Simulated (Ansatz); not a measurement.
TaN, 6 atoms in the cell. The structure is hexagonal, space group P-62m (No. 189). Conventional cell: a = 5.196 Å, b = 5.196 Å, c = 2.911 Å, α = 90.00°, β = 90.00°, γ = 120.00°. Around Ta (site symmetry -62m) lie 3 N at 2.04 Å. Ta (site symmetry -6) has 6 N at 2.16 Å as nearest neighbours. Around N (site symmetry m2m) lie 5 Ta at 2.04 to 2.16 Å. 

```yaml
Program: Ansatz 0.2.0
Task: band structure
Functional: PBEsol
Potentials_or_basis: Ansatz PAW
Cutoff: "420 eV (not typed: the program's choice for these potentials)"
k_mesh: 6 × 6 × 9
Occupations: fermi-dirac, width 0.05 eV
Spin: spin-orbit coupling, no magnetisation
Path: "[[\"G\", \"M\", \"K\", \"G\", \"A\", \"L\", \"H\", \"A\"], [\"L\", \"M\"], [\"K\", \"H\"]]"
Points_for_each_segment_of_the_path: 14
```

Potentials or basis: Ansatz PAW.

Launch:

```sh
$ ansatz run input.yaml --threads 2 --pin off --max-ram 5632MiB --backend cpu --events-out ev --progress --plain --runs-dir out
```

Hardware: 2 threads of AMD EPYC 7R13 Processor (Zen 3) (shared host).

Problem. How long does it take, and how much memory?

Solution. Run time: 61 s on 2 threads of AMD EPYC 7R13 Processor (Zen 3), on a shared host, peak memory 0.87 GiB. Counts: scf iterations 8, plane waves 1287, k points 35, bands 69.
